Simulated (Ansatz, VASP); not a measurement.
# One calculation of Be, two programs

File INCAR:

```
SYSTEM = Be
PREC = Accurate
ENCUT = 520
EDIFF = 1E-6
ISMEAR = 0
SIGMA = 0.15
LREAL = .False.
LASPH = .True.
NELM = 60
ALGO = Normal
ISIF = 2
LWAVE = .False.
LCHARG = .False.
GGA = PE
NBANDS = 9
```

KPOINTS

```
Automatic mesh
0
Gamma
  24 24 14
  0 0 0
```

Contents of POSCAR:

```
Be
1.0
    2.2420144353      0.0000000000      0.0000000000
   -1.1210072177      1.9416414566      0.0000000000
    0.0000000000      0.0000000000      3.6009000000
Be
2
Direct
    0.3333333333      0.6666666667      0.2500000000
    0.6666666667      0.3333333333      0.7500000000
```

Input for Ansatz:

```yaml
crystal:
  lattice:
    - [2.2420144353, 0.0, 0.0]
    - [-1.1210072177, 1.9416414566, 0.0]
    - [0.0, 0.0, 3.6009]
  atoms:
    - { symbol: Be, position: [0.3333333333, 0.6666666667, 0.25] }
    - { symbol: Be, position: [0.6666666667, 0.3333333333, 0.75] }
basis:
  ecutwfc: 420
kpoints:
  mp_grid: { grid: [24, 24, 14] }
hamiltonian:
  xc: pbe
scf:
  occupations: { method: gaussian, width: 0.15 }
output:
  forces: true
  stress: true
  eigenvalues: true
```

Change from the starting cell: strain -0.025 along x and y, +0.000 along z, atoms carried along.

Alike in both runs: task single point; functional PBE; k mesh 24 × 24 × 14; occupations gaussian, width 0.15 eV; no spin polarisation.

|  | VASP | Ansatz |
| --- | --- | --- |
| version | VASP 6.6.1 | Ansatz 0.2.0 |
| potentials or method | VASP PAW PBE potentials, release 64 (Be) | scalar-relativistic, plane waves, PAW |
| plane-wave cutoff (eV) | 520 | 420 |
| valence electrons in the cell | 4 | 4 |

|  | VASP | Ansatz | Ansatz less VASP |
| --- | --- | --- | --- |
| gap on the k mesh at the Fermi level (eV) | none | none | - |
| pressure (GPa) | 1.1 | 1.0 | -0.16 |
| largest component of the traceless stress (GPa) | 4.87 | 4.89 | +0.021 |

A gap of «none» marks a metal or a gap that the smearing closes. The functional is the same, so the differences come from potentials, cutoffs and numerics.
